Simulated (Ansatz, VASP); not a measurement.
## Ba in VASP and in Ansatz

Contents of INCAR:

```
ALGO = Fast
EDIFF = 1E-6
ENCUT = 520
GGA = PE
ISIF = 2
ISMEAR = 0
LASPH = True
LCHARG = False
LREAL = False
LWAVE = False
NBANDS = 11
NELM = 100
PREC = Accurate
SIGMA = 0.15
```

File KPOINTS:

```
k-points
0
Gamma
  15 15 14
```

File POSCAR:

```
Ba
1.0
    4.4331310228      0.0000000000      0.0000000000
   -2.2165655114      3.8392040840      0.0000000000
    0.0000000000      0.0000000000      3.7018112268
Ba
1
Direct
    0.0000000000      0.0000000000      0.0000000000
```

Input for Ansatz:

```yaml
crystal:
  lattice:
    - [4.4331310228, 0.0, 0.0]
    - [-2.2165655114, 3.839204084, 0.0]
    - [0.0, 0.0, 3.7018112268]
  atoms:
    - { symbol: Ba, position: [0.0, 0.0, 0.0] }
basis:
  ecutwfc: 420
kpoints:
  mp_grid: { grid: [15, 15, 14] }
hamiltonian:
  xc: pbe
scf:
  occupations: { method: gaussian, width: 0.15 }
output:
  forces: true
  stress: true
  eigenvalues: true
```

Alike in both runs: task single point; functional PBE; k mesh 15 × 15 × 14; occupations gaussian, width 0.15 eV; no spin polarisation.

|  | VASP | Ansatz |
| --- | --- | --- |
| version | VASP 6.6.1 | Ansatz 0.2.0 |
| potentials or method | VASP PAW PBE potentials, release 64 (Ba_sv) | scalar-relativistic, plane waves, PAW |
| plane-wave cutoff (eV) | 520 | 420 |
| valence electrons in the cell | 10 | 10 |

```csv
,VASP,Ansatz,Ansatz less VASP
gap on the k mesh at the Fermi level (eV),none,none,-
pressure (GPa),0.1,0.0,-0.10
largest component of the traceless stress (GPa),2.69,2.60,-0.091
```

A gap of «none» marks a metal or a gap that the smearing closes.

Spin-orbit coupling is left out, which matters for the levels of Ba.
